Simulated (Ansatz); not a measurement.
# TaAs3: the cost of one run

Program: Ansatz 0.2.0. Level of theory: DFT PBE, scalar-relativistic, plane waves, PAW. These are calculated values, not measurements.

**1. Starting point**

It takes space group Pm-3m (No. 221, cubic). Conventional cell: a = 4.640 Å, b = 4.640 Å, c = 4.640 Å, α = 90.00°, β = 90.00°, γ = 90.00°. Around Ta (site symmetry m-3m) lie 6 As at 2.32 Å. As (site symmetry 4/mmm) has 2 Ta at 2.32 Å as nearest neighbours.

Structure file:

```
CELL_PARAMETERS angstrom
4.63990 0.00000 0.00000
0.00000 4.63990 0.00000
0.00000 0.00000 4.63990
ATOMIC_POSITIONS crystal
Ta 0.00000 0.00000 0.00000
As 0.50000 0.00000 0.00000
As 0.00000 0.50000 0.00000
As 0.00000 0.00000 0.50000
```

This is candidate A: ReO3 type (Pm-3m, No. 221).

(A quick probe on a coarse mesh, which set the mesh and smearing, is not shown.)

**3. Coarse relaxation (candidate A)**

Contents of input.yaml:

```yaml
crystal:
  lattice:
    - [4.6398991264, 0.0, 0.0]
    - [0.0, 4.6398991264, 0.0]
    - [0.0, 0.0, 4.6398991264]
  atoms:
    - { symbol: Ta, position: [0.0, 0.0, 0.0] }
    - { symbol: As, position: [0.5, 0.0, 0.0] }
    - { symbol: As, position: [0.0, 0.5, 0.0] }
    - { symbol: As, position: [0.0, 0.0, 0.5] }
basis:
  ecutwfc: 420
kpoints:
  mp_grid: { grid: [4, 4, 4] }
hamiltonian:
  xc: pbe
scf:
  occupations: { method: gaussian, width: 0.1 }
  lower_state_search: "off"
output:
  forces: true
  stress: true
  eigenvalues: true
relax:
  adjacent_minimum: "off"
  f_tol: 0.04
  max_steps: 70
  cell: { stress_tol: 0.4 }
```

Started as:

```
$ ansatz run input.yaml --threads 1 --pin off --max-ram 2560MiB --backend cpu --events-out ev --progress --plain --runs-dir out
```

**Question.** How long does this run take on 1 thread of Arm Neoverse V2, shared host, and how much memory does it need?

About 12 s, with a peak of 0.38 GiB.
